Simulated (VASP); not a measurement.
BAs, 2 atoms in the cell. The structure is cubic, space group F-43m (No. 216). The conventional cell has a = 4.777 Å, b = 4.777 Å, c = 4.777 Å, α = 90.00°, β = 90.00°, γ = 90.00°. B (site symmetry -43m) has 4 As at 2.07 Å as nearest neighbours. As (site symmetry -43m) has 4 B at 2.07 Å as nearest neighbours. 

| Property | Result |
| --- | --- |
| Program | VASP 6.6.1 |
| Task | electric field gradients |
| Functional | PBE |
| Potentials or basis | VASP PAW PBE potentials, release 64 (B, As) |
| Cutoff | 520 eV |
| k mesh | 13 × 13 × 13 |
| Occupations | fermi-dirac, width 0.05 eV |
| Spin | non-collinear spin, zero start, spin-orbit coupling |
| Starting moments | [[0.0, 0.0, 0.0], [0.0, 0.0, 0.0]] μB |
| Dipole correction | no |
| Further INCAR settings | ALGO = Normal; EDIFF = 1e-08; NBANDS = 20 |

Potentials or basis: VASP PAW PBE potentials, release 64 (B, As).

Run with:

```console
$ cat potpaw_PBE.64/B/POTCAR potpaw_PBE.64/As/POTCAR > POTCAR
$ mpirun -np 1 vasp_ncl > vasp.out
```

Hardware: 1 thread of Intel(R) Xeon(R) 6975P-C (Granite Rapids), on a shared host.

Problem. How long does it take, and how much memory?

Solution. It took 92 s on 1 thread of Intel(R) Xeon(R) 6975P-C (Granite Rapids), with other jobs on the host, peak memory 0.32 GiB. Counts: scf iterations 16, k points 140.
